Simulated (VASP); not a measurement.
# Cd (Immm) in VASP: notebook, part 2 of 2

VASP 6.6.1. Earlier steps stand in the parts before.

**4. Single point, PBE**

INCAR reads:

```
SYSTEM = Cd
PREC = Accurate
ENCUT = 520
EDIFF = 1E-6
ISMEAR = -1
SIGMA = 0.15
LREAL = .False.
LASPH = .True.
NELM = 100
ALGO = Normal
ISIF = 2
LWAVE = .False.
LCHARG = .False.
GGA = PE
NBANDS = 12
```

KPOINTS reads:

```
Automatic mesh
0
Gamma
  9 9 9
  0 0 0
```

POSCAR reads:

```
Cd
1.0
    0.0332722500      2.2181500000      2.2181500000
    2.2181500000      0.0332722500      2.2181500000
    2.2514222500      2.2514222500      0.0000000000
Cd
1
Direct
    0.0000000000      0.0000000000      0.0000000000
```

Potentials or basis: VASP PAW PBE potentials, release 64 (Cd).

Launch:

```bash
> cat potpaw_PBE.64/Cd/POTCAR > POTCAR
> mpirun -np 1 vasp_std > vasp.out
```

OUTCAR:

```text
SYSTEM = Cd
   PREC = Accurate
   ENCUT = 520
   EDIFF = 1E-6
   ISMEAR = -1
   LREAL = .False.
   LASPH = .True.
   NELM = 100
   ISIF = 2
   GGA = PE

 ion  position               nearest neighbor table
   1  0.000  0.000  0.000-

  LATTYP: Found a body centered orthorhombic cell.
 ALAT       =     3.0898837462
 B/A-ratio  =     1.0304568528
 C/A-ratio  =     1.4357498095

  Lattice vectors:

 A1 = (   2.2181500000,   0.0332722500,  -2.2181500000)
 A2 = (  -2.2181500000,  -0.0332722500,  -2.2181500000)
[... 541 lines left out ...]
 [... further k-points ...]

------------------------ aborting loop because EDIFF is reached ----------------------------------------

  FORCE on cell =-STRESS in cart. coord.  units (eV):
  Direction    XX          YY          ZZ          XY          YZ          ZX
  --------------------------------------------------------------------------------------
  -------------------------------------------------------------------------------------
  Total        0.3559458      0.3559458      0.3766552      0.0152417      0.0000000      0.0000000
  in kB       26.1330133     26.1330133     27.6534680      1.1190217      0.0000000      0.0000000
  external PRESSURE =      26.6398315 kB  Pullay stress =       0.0000000 kB

 VOLUME and BASIS-vectors are now :
 -----------------------------------------------------------------------------
  energy-cutoff  :      520.00
  volume of cell :       21.82
      direct lattice vectors                 reciprocal lattice vectors
     0.033272250  2.218150000  2.218150000    -0.228845756  0.228845756  0.225413069
     2.218150000  0.033272250  2.218150000     0.228845756 -0.228845756  0.225413069
     2.251422250  2.251422250  0.000000000     0.222081842  0.222081842 -0.225413069

 POSITION                                       TOTAL-FORCE (eV/Angst)
 -----------------------------------------------------------------------------------
      0.00000      0.00000      0.00000        -0.000000      0.000000      0.000000
 -----------------------------------------------------------------------------------
    total drift:                               -0.000000      0.000000     -0.000000

  FREE ENERGIE OF THE ION-ELECTRON SYSTEM (eV)
  ---------------------------------------------------
  free  energy   TOTEN  =        -0.7378133775 eV

  energy  without entropy=       -0.7124736840  energy(sigma->0) =       -0.72514353
```

It took 12 s on 1 thread of Intel Xeon Platinum 8488C (Sapphire Rapids), shared host; peak memory 0.15 GiB.

What came out:

| Property | Result |
| --- | --- |
| Free energy | -0.7378 eV |
| Pressure | 2.7 GPa |
| Band gap on the k mesh | none (metal or under the smearing width) |

Stress tensor (GPa, compression positive):
```
2.61 0.11 0.00
0.11 2.61 0.00
0.00 0.00 2.77
```

Levels at points of the mesh, in eV from the Fermi level:
```
           k point  band 3  band 4  band 5  band 6  band 7  band 8  band 9  band 10
(0.00, 0.00, 0.00)   -9.08   -8.78   -8.67   -8.67   13.77   14.46   15.12    15.49
```

**5. Single point, PBE**

INCAR reads:

```
PREC     = Accurate       # precision mode
ENCUT    = 520            # plane-wave cutoff, eV
EDIFF    = 1E-6           # SCF threshold, eV
ISMEAR   = -1             # smearing method
SIGMA    = 0.15           # smearing width, eV
LREAL    = F              # projectors in reciprocal space
LASPH    = T              # aspherical terms in the spheres
NELM     = 100            # most SCF steps
ALGO     = Normal         # electronic algorithm
ISIF     = 2              # what is computed and relaxed
LWAVE    = F              # write WAVECAR
LCHARG   = T              # write CHGCAR
GGA      = PE             # functional
LELF     = T              # ELF
LVHAR    = T            
NBANDS   = 12             # bands
```

KPOINTS reads:

```
Automatic mesh
0
Gamma
  9 9 9
```

POSCAR reads:

```
Cd
1.0
   -0.0332722500      2.2181500000      2.2181500000
    2.2181500000     -0.0332722500      2.2181500000
    2.1848777500      2.1848777500      0.0000000000
Cd
1
Direct
    0.0000000000      0.0000000000      0.0000000000
```

Potentials or basis: VASP PAW PBE potentials, release 64 (Cd).

Launch:

```bash
> cat potpaw_PBE.64/Cd/POTCAR > POTCAR
> mpirun -np 1 vasp_std > vasp.out
```

OUTCAR:

```text
PREC = Accurate
   ENCUT = 520
   EDIFF = 1E-6
   ISMEAR = -1
   LREAL = F
   LASPH = T
   NELM = 100
   ISIF = 2
   GGA = PE

 ion  position               nearest neighbor table
   1  0.000  0.000  0.000-

  LATTYP: Found a body centered orthorhombic cell.
 ALAT       =     3.0898837462
 B/A-ratio  =     1.0304568528
 C/A-ratio  =     1.4357498095

  Lattice vectors:

 A1 = (   0.0332722500,  -2.2181500000,  -2.2181500000)
 A2 = (  -0.0332722500,   2.2181500000,  -2.2181500000)
[... 539 lines left out ...]
     12      29.6017      0.00000

 [... further k-points ...]

------------------------ aborting loop because EDIFF is reached ----------------------------------------

  FORCE on cell =-STRESS in cart. coord.  units (eV):
  Direction    XX          YY          ZZ          XY          YZ          ZX
  --------------------------------------------------------------------------------------
  -------------------------------------------------------------------------------------
  Total        0.3559403      0.3559403      0.3766517     -0.0152279      0.0000000      0.0000000
  in kB       26.1326061     26.1326061     27.6532077     -1.1180075      0.0000000      0.0000000
  external PRESSURE =      26.6394733 kB  Pullay stress =       0.0000000 kB

 VOLUME and BASIS-vectors are now :
 -----------------------------------------------------------------------------
  energy-cutoff  :      520.00
  volume of cell :       21.82
      direct lattice vectors                 reciprocal lattice vectors
    -0.033272250  2.218150000  2.218150000    -0.222081842  0.222081842  0.225413069
     2.218150000 -0.033272250  2.218150000     0.222081842 -0.222081842  0.225413069
     2.184877750  2.184877750  0.000000000     0.228845756  0.228845756 -0.225413069

 POSITION                                       TOTAL-FORCE (eV/Angst)
 -----------------------------------------------------------------------------------
      0.00000      0.00000      0.00000         0.000000      0.000000      0.000000
 -----------------------------------------------------------------------------------
    total drift:                               -0.000000      0.000000      0.000000

  FREE ENERGIE OF THE ION-ELECTRON SYSTEM (eV)
  ---------------------------------------------------
  free  energy   TOTEN  =        -0.7378130615 eV

  energy  without entropy=       -0.7124733659  energy(sigma->0) =       -0.72514321
```

OSZICAR:

```text
N       E                     dE             d eps       ncg     rms          rms(c)
DAV:   1     0.707161920129E+02    0.70716E+02   -0.69164E+03  3184   0.993E+02
DAV:   2     0.492704396437E+00   -0.70223E+02   -0.66726E+02  3212   0.237E+02
DAV:   3    -0.782011194743E+00   -0.12747E+01   -0.12741E+01  3564   0.360E+01
DAV:   4    -0.783613838105E+00   -0.16026E-02   -0.16026E-02  3364   0.126E+00
DAV:   5    -0.783617514924E+00   -0.36768E-05   -0.36768E-05  3612   0.606E-02    0.309E+00
DAV:   6    -0.739651131492E+00    0.43966E-01   -0.12001E-01  3556   0.440E+00    0.247E+00
DAV:   7    -0.737607022341E+00    0.20441E-02   -0.11129E-02  3572   0.111E+00    0.122E+00
DAV:   8    -0.737778124215E+00   -0.17110E-03   -0.14190E-03  3188   0.509E-01    0.586E-02
DAV:   9    -0.737807496221E+00   -0.29372E-04   -0.11448E-05  3548   0.319E-02    0.130E-02
DAV:  10    -0.737813120673E+00   -0.56245E-05   -0.43641E-06  3216   0.231E-02    0.133E-03
DAV:  11    -0.737813061471E+00    0.59202E-07   -0.13755E-08  1804   0.129E-03
   1 F= -.73781306E+00 E0= -.72514321E+00  d E =-.253397E-01
```

Wall time 13 s (1 thread of Intel Xeon Platinum 8488C (Sapphire Rapids), shared host); peak memory 0.15 GiB.

Results:

```yaml
Free_energy: -0.7378 eV
Pressure: 2.7 GPa
Band_gap_on_the_k_mesh: none (metal or under the smearing width)
```

Stress tensor (GPa, compression positive):
```
 2.61 -0.11  0.00
-0.11  2.61  0.00
 0.00  0.00  2.77
```

Levels at points of the mesh, in eV from the Fermi level:
| k point | band 4 | band 5 | band 6 | band 7 | band 8 | band 9 |
| --- | --- | --- | --- | --- | --- | --- |
| (0.00, 0.00, 0.00) | -8.78 | -8.67 | -8.67 | 13.77 | 14.46 | 15.12 |

**6. Overview**

```tsv
cell	gap on the mesh (eV)	pressure (GPa)
Immm, 21.83 Å³/atom	none	2.7
Fm-3m, 21.83 Å³/atom	none	2.6
Immm, 21.82 Å³/atom	none	2.7
```

Alike in all rows: task single point; level PBE; potentials or basis VASP PAW PBE potentials, release 64 (Cd); no spin polarisation; k mesh 9 × 9 × 9; cutoff (eV) 520; smearing fermi-dirac 0.15 eV.

Every run on the cell as given and a fine mesh finds a metal.

Absolute energies hang on the potentials; compare differences alone.
